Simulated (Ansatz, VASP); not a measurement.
**Rb: VASP beside Ansatz**

INCAR

```
SYSTEM = Rb
PREC     = Accurate       ! precision mode
ENCUT    = 520            ! plane-wave cutoff, eV
EDIFF    = 1E-7           ! SCF threshold, eV
ISMEAR   = 0              ! smearing method
SIGMA    = 0.1            ! smearing width, eV
LREAL    = .FALSE.        ! projectors in reciprocal space
LASPH    = .TRUE.         ! aspherical terms in the spheres
NELM     = 100            ! most SCF steps
ALGO     = Fast           ! electronic algorithm
ISIF     = 2              ! what is computed and relaxed
LWAVE    = .FALSE.        ! write WAVECAR
LCHARG   = .FALSE.        ! write CHGCAR
GGA      = PE             ! functional
NBANDS   = 20             ! bands
```

KPOINTS

```
Automatic mesh
0
G
  3 3 3
  0 0 0
```

The input POSCAR:

```
Rb
1.0
    2.5376398721      1.4651070633     12.6889018100
   -2.5376398721      1.4651070633     12.6889018100
    0.0000000000     -2.9302141265     12.6889018100
Rb
3
Direct
    0.0000000000      0.0000000000      0.0000000000
    0.7776223900      0.7776223900      0.7776223900
    0.2223776100      0.2223776100      0.2223776100
```

Input for Ansatz:

```yaml
crystal:
  lattice:
    - [2.5376398721, 1.4651070633, 12.68890181]
    - [-2.5376398721, 1.4651070633, 12.68890181]
    - [0.0, -2.9302141265, 12.68890181]
  atoms:
    - { symbol: Rb, position: [0.0, 0.0, 0.0] }
    - { symbol: Rb, position: [0.77762239, 0.77762239, 0.77762239] }
    - { symbol: Rb, position: [0.22237761, 0.22237761, 0.22237761] }
basis:
  ecutwfc: 420
  ecutrho_ratio: 10
kpoints:
  mp_grid: { grid: [3, 3, 3] }
hamiltonian:
  xc: pbe
scf:
  occupations: { method: gaussian, width: 0.1 }
  n_extra_bands: 2
output:
  forces: true
  stress: true
  eigenvalues: true
```

Alike in both runs: task single point; functional PBE; k mesh 3 × 3 × 3; occupations gaussian, width 0.1 eV; no spin polarisation.

|  | VASP | Ansatz |
| --- | --- | --- |
| version | VASP 6.6.1 | Ansatz 0.2.0 |
| potentials or method | VASP PAW PBE potentials, release 64 (Rb_sv) | scalar-relativistic, plane waves, PAW |
| plane-wave cutoff (eV) | 520 | 420 |
| valence electrons in the cell | 27 | 27 |

```csv
,VASP,Ansatz,Ansatz less VASP
gap on the k mesh at the Fermi level (eV),none,none,-
pressure (GPa),-0.1,-0.1,0.00
largest component of the traceless stress (GPa),0.14,0.14,0.000
```

A gap of «none» marks a metal or a gap that the smearing closes.

Caveats: the k mesh is coarse (spacing up to 0.48 Å⁻¹), so the values aren't converged.
